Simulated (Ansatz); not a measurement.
# Al2O3 (Corundum) (R-3c) in Ansatz: settings compared, part 2 of 2

Ansatz 0.2.0. The steps go on from the part before.

**5. Band structure, LDA**

input.yaml reads:

```yaml
crystal:
  lattice:
    - [2.38025, 1.3742379782, 4.3318666667]
    - [-2.38025, 1.3742379782, 4.3318666667]
    - [0.0, -2.7484759565, 4.3318666667]
  atoms:
    - { symbol: Al, position: [0.85216, 0.85216, 0.85216] }
    - { symbol: Al, position: [0.64784, 0.64784, 0.64784] }
    - { symbol: Al, position: [0.14784, 0.14784, 0.14784] }
    - { symbol: Al, position: [0.35216, 0.35216, 0.35216] }
    - { symbol: O, position: [0.05668, 0.75, 0.44332] }
    - { symbol: O, position: [0.75, 0.44332, 0.05668] }
    - { symbol: O, position: [0.44332, 0.05668, 0.75] }
    - { symbol: O, position: [0.94332, 0.25, 0.55668] }
    - { symbol: O, position: [0.25, 0.55668, 0.94332] }
    - { symbol: O, position: [0.55668, 0.94332, 0.25] }
hamiltonian:
  xc: lda
  pseudopotentials: { kind: paw }
kpoints:
  mp_grid: { grid: [7, 7, 7] }
  band_path:
    path:
      - [[0.0, 0.0, 0.0], [0.5, 0.0, 0.0], [0.5, 0.2337604794, -0.2337604794]]
      - [[0.7662395206, 0.5, 0.2337604794], [0.5, 0.5, 0.5], [0.0, 0.0, 0.0], [0.3668802397, 0.0, -0.3668802397]]
      - [[0.6331197603, 0.3668802397, 0.0], [0.5, 0.5, 0.0], [0.6331197603, 0.6331197603, 0.2337604794], [0.5, 0.5, 0.5]]
      - [[0.5, 0.0, 0.0], [0.7662395206, 0.3668802397, 0.3668802397]]
    npoints: 10
scf:
  occupations: { method: fermi_dirac, width: 0.05 }
  n_extra_bands: 25
output:
  forces: true
  stress: true
  eigenvalues: true
  fatbands: true
```

Launch:

```bash
$ ansatz run input.yaml --threads 4 --pin off --max-ram 11264MiB --backend cpu --events-out ev --progress --plain --runs-dir out
```

It took 7.8 s on 4 threads of Intel Xeon at 2.70GHz, shared host; peak memory 0.49 GiB.

It converged, with:

```yaml
Free_energy: -5399.8247 eV
Pressure: -5.3 GPa
Largest_force: 0.112 eV/Å
Band_gap_on_the_k_mesh: 6.16 eV, direct
Band_gap_along_the_path: 6.16 eV, direct
```

Forces on the atoms (eV/Å):
```
Al   0.000  0.000 -0.043
Al   0.000  0.000  0.043
Al   0.000  0.000  0.043
Al   0.000  0.000 -0.043
O   -0.056 -0.097  0.000
O   -0.056  0.097  0.000
O    0.112  0.000  0.000
O    0.056  0.097  0.000
O    0.056 -0.097  0.000
O   -0.112  0.000  0.000
```

Stress tensor (GPa, compression positive):
```
-5.23  0.00  0.00
 0.00 -5.23  0.00
 0.00  0.00 -5.43
```

Levels at the corners of the path, in eV from the valence-band top:
```
point  band 20  band 21  band 22  band 23  band 24  band 25  band 26  band 27  band 28  band 29
    Γ    -0.50    -0.50    -0.04    -0.04     0.00     6.16     8.98    10.52    11.35    11.35
    L    -1.34    -0.92    -0.92    -0.27    -0.27     9.31     9.31     9.48     9.48    11.54
   B1    -1.20    -0.86    -0.86    -0.51    -0.51     9.53     9.53     9.95     9.95    10.37
    B    -1.20    -0.86    -0.86    -0.51    -0.51     9.53     9.53     9.95     9.95    10.37
    Z    -2.03    -0.38    -0.38    -0.38    -0.38     8.55     8.55    10.82    10.82    12.27
    Γ    -0.50    -0.50    -0.04    -0.04     0.00     6.16     8.98    10.52    11.35    11.35
    X    -1.13    -0.90    -0.85    -0.57    -0.28     9.36     9.36     9.57    10.00    10.52
    Q    -1.13    -0.90    -0.85    -0.57    -0.28     9.36     9.36     9.57    10.00    10.52
    F    -1.31    -1.04    -0.93    -0.75    -0.26     9.39     9.60     9.76    10.24    10.88
   P1    -1.08    -1.05    -0.87    -0.76    -0.47     9.55     9.71    10.03    10.22    10.25
    Z    -2.03    -0.38    -0.38    -0.38    -0.38     8.55     8.55    10.82    10.82    12.27
    L    -1.34    -0.92    -0.92    -0.27    -0.27     9.31     9.31     9.48     9.48    11.54
    P    -1.08    -1.05    -0.87    -0.76    -0.47     9.55     9.71    10.03    10.22    10.25
```

Caveat: the pressure holds a Pulay correction of +1.2 GPa for the finite cutoff; the PAW data sets come from PBE, with cores solved anew for the run's functional, which leaves a small shift of forces and pressure.

**6. Band structure, PBEsol**

input.yaml: that of step 5 with these lines changed.

```diff
@@ -17,3 +17,3 @@
 hamiltonian:
-  xc: lda
+  xc: pbesol
   pseudopotentials: { kind: paw }
@@ -35,2 +35,6 @@
   eigenvalues: true
-  fatbands: true
+  fatbands: false
+  write_density: true
+  write_potential: true
+  elf: true
+  volumetric_format: npy
```

Potentials or basis: Ansatz PAW.

Launch:

```bash
$ ansatz run input.yaml --threads 4 --pin off --max-ram 11264MiB --backend cpu --events-out ev --progress --plain --runs-dir out
```

It took 5.4 s on 4 threads of Intel Xeon at 2.70GHz, shared host; peak memory 0.56 GiB.

Results (log left out):

* Free energy: -5478.8437 eV
* Pressure: 1.7 GPa
* Largest force: 0.081 eV/Å
* Band gap on the k mesh: 6.11 eV, direct
* Band gap along the path: 6.11 eV, direct

Forces in eV/Å, atoms in the order of the input:
```
Al   0.000  0.000 -0.046
Al   0.000  0.000  0.046
Al   0.000  0.000  0.046
Al   0.000  0.000 -0.046
O   -0.041 -0.070  0.000
O   -0.041  0.070  0.000
O    0.081  0.000  0.000
O    0.041  0.070  0.000
O    0.041 -0.070  0.000
O   -0.081  0.000  0.000
```

Stress tensor (GPa, compression positive):
```
1.92 0.00 0.00
0.00 1.92 0.00
0.00 0.00 1.30
```

Levels at the corners of the path, in eV from the valence-band top:
```csv
point,band 21,band 22,band 23,band 24,band 25,band 26,band 27,band 28
Γ,-0.50,-0.04,-0.04,0.00,6.11,8.99,10.67,11.38
L,-0.92,-0.92,-0.28,-0.28,9.34,9.34,9.53,9.53
B1,-0.86,-0.86,-0.51,-0.51,9.57,9.57,10.00,10.00
B,-0.86,-0.86,-0.51,-0.51,9.57,9.57,10.00,10.00
Z,-0.39,-0.39,-0.39,-0.39,8.55,8.55,10.94,10.94
Γ,-0.50,-0.04,-0.04,0.00,6.11,8.99,10.67,11.38
X,-0.90,-0.86,-0.57,-0.29,9.39,9.41,9.60,10.04
Q,-0.90,-0.86,-0.57,-0.29,9.39,9.41,9.60,10.04
F,-1.04,-0.93,-0.75,-0.26,9.46,9.63,9.81,10.27
P1,-1.05,-0.87,-0.76,-0.47,9.60,9.77,10.07,10.27
Z,-0.39,-0.39,-0.39,-0.39,8.55,8.55,10.94,10.94
L,-0.92,-0.92,-0.28,-0.28,9.34,9.34,9.53,9.53
P,-1.05,-0.87,-0.76,-0.47,9.60,9.77,10.07,10.27
```

Caveat: the pressure holds a Pulay correction of +0.9 GPa for the finite cutoff; the PAW data sets come from PBE, with cores solved anew for the run's functional, which leaves a small shift of forces and pressure.

**7. The runs side by side**

```tsv
level	gap on the mesh (eV)	pressure (GPa)	largest force (eV/Å)
BLYP	6.48	11.3	0.04
RPBE	6.31	12.6	0.04
PBE	6.22	7.3	0.03
LDA	6.16	-5.3	0.11
PBEsol	6.11	1.7	0.08
```

Alike in all rows: task band structure; potentials or basis Ansatz PAW; no spin polarisation; cell as given; k mesh 7 × 7 × 7; cutoff (eV) 420; smearing fermi-dirac 0.05 eV.

On the cell as given the gap runs from 6.11 eV (PBEsol) to 6.48 eV (BLYP). The pressure there spans -5.3 GPa (LDA) to 12.6 GPa (RPBE); a positive pressure means that this level wants a larger cell, a negative one a smaller.

Caveats: the PAW data sets come from PBE, with cores solved anew for the run's functional, which leaves a small shift of forces and pressure (some runs).

Total energies depend on the potentials used, so only differences within one code and one set of settings carry meaning.

**8. Against experiment**

Step 2. Measured gap of Al2O3: 8.7 eV (optical; quoted in “Multi-petahertz electron interference in Cr:Al2O3 solid-state material”, 2018, pmc:5906618). This calculation gives 6.48 eV (-2.22 eV). The value is that of BLYP, without temperature or zero-point motion. Semilocal functionals fall short of measured gaps as a rule.

Step 3. Against the measured gap of Al2O3, 8.7 eV (optical; quoted in “Multi-petahertz electron interference in Cr:Al2O3 solid-state material”, 2018, pmc:5906618), the calculated 6.31 eV is off by -2.39 eV. The value is that of RPBE, without temperature or zero-point motion. Semilocal functionals fall short of measured gaps as a rule.

Step 4. Measured gap of Al2O3: 8.7 eV (optical; quoted in “Multi-petahertz electron interference in Cr:Al2O3 solid-state material”, 2018, pmc:5906618). This calculation gives 6.22 eV (-2.48 eV). The value is that of PBE, without temperature or zero-point motion. Semilocal functionals fall short of measured gaps as a rule.

Step 5. Against the measured gap of Al2O3, 8.7 eV (optical; quoted in “Multi-petahertz electron interference in Cr:Al2O3 solid-state material”, 2018, pmc:5906618), the calculated 6.16 eV is off by -2.54 eV. The value is that of LDA, without temperature or zero-point motion. Semilocal functionals fall short of measured gaps as a rule.

Step 6. Measured gap of Al2O3: 8.7 eV (optical; quoted in “Multi-petahertz electron interference in Cr:Al2O3 solid-state material”, 2018, pmc:5906618). This calculation gives 6.11 eV (-2.59 eV). The value is that of PBEsol, without temperature or zero-point motion. Semilocal functionals fall short of measured gaps as a rule.
